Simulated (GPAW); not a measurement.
Wanted: an ASE script for a GPAW 26.7.0 run.

* Task: optical spectrum
* Functional: AM05
* Potentials or basis: PAW data sets generated in the run's folder for this functional
* Cutoff: 450 eV
* Basis: pw
* k mesh: 7 × 9 × 7
* Occupations: fermi-dirac, width 0.05 eV
* Spin: no spin polarisation
* Kernel: RPA
* Eta: 0.05 eV
* Response ecut: 60 eV
* Scissors: 0 eV
* Maxiter: 150
* Response k mesh: 16 × 19 × 16
* Domega0: 0.05 eV
* Omega2: 10 eV
* Response bands: 19
* Directions: ["x", "y", "z"]
* Intraband: yes

The structure of Pb lies in Pb.cif:

```cif
data_Pb
_cell_length_a 3.47629842
_cell_length_b 3.47767050
_cell_length_c 3.49495978
_cell_angle_alpha 60.26489840
_cell_angle_beta 89.51170070
_cell_angle_gamma 60.46174169
_space_group_name_H-M_alt 'P-1'
_space_group_name_Hall '-P 1'
_space_group_IT_number 2
loop_
_space_group_symop_operation_xyz
'x,y,z'
'-x,-y,-z'
loop_
_atom_site_label
_atom_site_type_symbol
_atom_site_symmetry_multiplicity
_atom_site_Wyckoff_symbol
_atom_site_fract_x
_atom_site_fract_y
_atom_site_fract_z
_atom_site_occupancy
Pb1 Pb 1 b 0.0000000000 0.0000000000 0.5000000000 1
```

The cell isn't the ideal one: cell strained at random at fixed volume.

The input as run:

run.py

```python
from ase.dft.bandgap import bandgap
from ase.io import read, write
from gpaw import GPAW, PW, setup_paths
from gpaw.response.df import DielectricFunction

setup_paths.insert(0, '.')

atoms = read('Pb.cif')

calc = GPAW(mode=PW(450),
            xc='AM05',
            kpts={'size': (7, 9, 7), 'gamma': True},
            occupations={'name': 'fermi-dirac', 'width': 0.05},
            nbands=14,
            convergence={'density': 1e-06},
            maxiter=150,
            txt='gpaw.txt')
atoms.calc = calc
energy = atoms.get_potential_energy()
calc.write('gs.gpw')
write('result.traj', atoms)
print(f'Energy: {energy:.6f} eV')
print('Fermi level:', round(calc.get_fermi_level(), 4), 'eV')
print(f'Gap: {bandgap(calc)[0]:.4f} eV, direct: {bandgap(calc, direct=True)[0]:.4f} eV')

dense = calc.fixed_density(kpts={'size': (16, 19, 16), 'gamma': True},
                           nbands=25, convergence={'bands': 19, 'eigenstates': 1e-7},
                           update_fermi_level=True, txt='dense.txt')
dense.write('dense.gpw', mode='all')

df = DielectricFunction('dense.gpw', frequencies={'type': 'nonlinear', 'domega0': 0.05, 'omega2': 10},
                        eta=0.05, ecut=60, nbands=19, rate='eta', txt='df.txt')
for direction in ['x', 'y', 'z']:
    df.get_dielectric_function(xc='RPA', direction=direction, filename=f'df_{direction}.csv')
```

Potentials or basis: PAW data sets generated in the run's folder for this functional, pw.

Command:

```console
$ gpaw-setup -f AM05 Pb
$ OMP_NUM_THREADS=1 python run.py
```

It gave:

* Band gap on the k mesh: none (metal or under the smearing width)

Caveat: the intraband term hangs on this k mesh; the long-wavelength limit can be off by a per cent or two; independent-particle spectra lack excitons.

Wall time 15 min on 1 thread of AMD EPYC 7R43 64-Core Processor (Zen 3) (shared host), peak memory 1.3 GiB.
